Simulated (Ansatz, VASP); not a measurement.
**CdS: VASP beside Ansatz**

File INCAR:

```
  ALGO = Normal
  EDIFF = 1E-6
  ENCUT = 520
  GGA = PE
  ISIF = 2
  ISMEAR = 0
  LASPH = T
  LCHARG = F
  LREAL = F
  LWAVE = F
  NBANDS = 26
  NELM = 100
  PREC = Accurate
  SIGMA = 0.01
```

KPOINTS

```
k-points
0
Gamma
  9 9 4
```

The input POSCAR:

```
CdS
1.0
    4.1963020496      0.0000000000      0.0000000000
   -2.0981510248      3.6341041769      0.0000000000
    0.0000000000      0.0000000000      6.8304216542
Cd S
2 2
Direct
    0.3333333333      0.6666666667     -0.0553264328
    0.6666666667      0.3333333333      0.4446735672
    0.3333333333      0.6666666667      0.4323264328
    0.6666666667      0.3333333333      0.9323264328
```

Input for Ansatz:

```yaml
crystal:
  lattice:
    - [4.1963020496, 0.0, 0.0]
    - [-2.0981510248, 3.6341041769, 0.0]
    - [0.0, 0.0, 6.8304216542]
  atoms:
    - { symbol: Cd, position: [0.3333333333, 0.6666666667, -0.0553264328] }
    - { symbol: Cd, position: [0.6666666667, 0.3333333333, 0.4446735672] }
    - { symbol: S, position: [0.3333333333, 0.6666666667, 0.4323264328] }
    - { symbol: S, position: [0.6666666667, 0.3333333333, 0.9323264328] }
basis:
  ecutwfc: 420
  xc_grid: 2
kpoints:
  mp_grid: { grid: [9, 9, 4] }
hamiltonian:
  xc: pbe
  pseudopotentials: { kind: paw, azcp: { folder: soft_1 } }
scf:
  occupations: { method: fixed }
output:
  forces: true
  stress: true
  eigenvalues: true
  polarization: {}
```

Change from the starting cell: polar distortion scaled by 0.10.

Alike in both runs: task single point; functional PBE; k mesh 9 × 9 × 4; no spin polarisation.

|  | VASP | Ansatz |
| --- | --- | --- |
| version | VASP 6.6.1 | Ansatz 0.2.0 |
| potentials or method | VASP PAW PBE potentials, release 64 (Cd, S) | scalar-relativistic, plane waves, PAW |
| plane-wave cutoff (eV) | 520 | 420 |
| occupations | gaussian, width 0.01 eV | fixed |
| valence electrons in the cell | 36 | 52 |

```tsv
	VASP	Ansatz	Ansatz less VASP
gap on the k mesh at the Fermi level (eV)	1.38	1.37	-0.006
least direct gap on the mesh (eV)	1.38	1.37	-0.006
pressure (GPa)	3.7	3.4	-0.37
largest component of the traceless stress (GPa)	5.36	5.04	-0.324
rms of the force components (eV/Å)	0.093	0.090	-0.0030
```

Atom by atom the forces differ by 0.003 eV/Å (rms over components). The two sets of potentials don't hold the same shells in valence.
